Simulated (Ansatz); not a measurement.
# Hf2N: the cost of one run

Program: Ansatz 0.2.0. Level of theory: DFT PBEsol, scalar-relativistic, plane waves, PAW. These are calculated values, not measurements.

1 further run of the same task is left out (it didn't finish). Runs told in other sessions of the task aren't counted.

### Step 1. The system as given

Symmetry: P4_2/mnm, No. 136, tetragonal system. The conventional cell has a = 5.313 Å, b = 5.313 Å, c = 3.242 Å, α = 90.00°, β = 90.00°, γ = 90.00°. Hf (site symmetry m2m) is surrounded by 3 N at 2.22 to 2.23 Å. N (site symmetry mmm) is surrounded by 6 Hf at 2.22 to 2.23 Å.

Coordinates:

```cif
data_structure
_symmetry_space_group_name_H-M 'P 1'
_symmetry_Int_Tables_number 1
_cell_length_a 5.3131
_cell_length_b 5.3131
_cell_length_c 3.2421
_cell_angle_alpha 90.000
_cell_angle_beta 90.000
_cell_angle_gamma 90.000
_cell_volume 91.52
loop_
_atom_site_label
_atom_site_type_symbol
_atom_site_fract_x
_atom_site_fract_y
_atom_site_fract_z
_atom_site_occupancy
Hf1 Hf 0.29554 0.29554 0.00000 1
Hf2 Hf 0.70446 0.70446 0.00000 1
Hf3 Hf 0.79554 0.20446 0.50000 1
Hf4 Hf 0.20446 0.79554 0.50000 1
N1 N 0.00000 0.00000 0.00000 1
N2 N 0.50000 0.50000 0.50000 1
```

At PBE, an earlier run found 4.22 GPa for this cell of 15.254 Å³/atom (4×4×8 mesh), no gap. The cell is compressed at this level.

### Step 2. At the given cell

Contents of input.yaml:

```yaml
crystal:
  lattice:
    - [5.3131235274, 0.0, 0.0]
    - [0.0, 5.3131235274, 0.0]
    - [0.0, 0.0, 3.2420980895]
  atoms:
    - { symbol: Hf, position: [0.29553637, 0.29553637, 0.0] }
    - { symbol: Hf, position: [0.70446363, 0.70446363, 0.0] }
    - { symbol: Hf, position: [0.79553637, 0.20446363, 0.5] }
    - { symbol: Hf, position: [0.20446363, 0.79553637, 0.5] }
    - { symbol: "N", position: [0.0, 0.0, 0.0] }
    - { symbol: "N", position: [0.5, 0.5, 0.5] }
basis:
  ecutwfc: 420
  ecutrho_ratio: 4
kpoints:
  mp_grid: { grid: [4, 4, 8] }
hamiltonian:
  xc: pbesol
scf:
  occupations: { method: gaussian, width: 0.05 }
output:
  forces: true
  stress: true
  eigenvalues: true
relax:
  f_tol: 0.02
  max_steps: 40
  cell: { stress_tol: 0.2, fix: [volume] }
```

Started as:

```bash
$ ansatz run input.yaml --threads 4 --pin off --max-ram 8192MiB --backend cpu --events-out ev --progress --plain --runs-dir out
```

Q: Estimate wall time and peak memory on 4 threads of Arm Neoverse V1, shared host.

About 11 s, with a peak of 0.55 GiB.
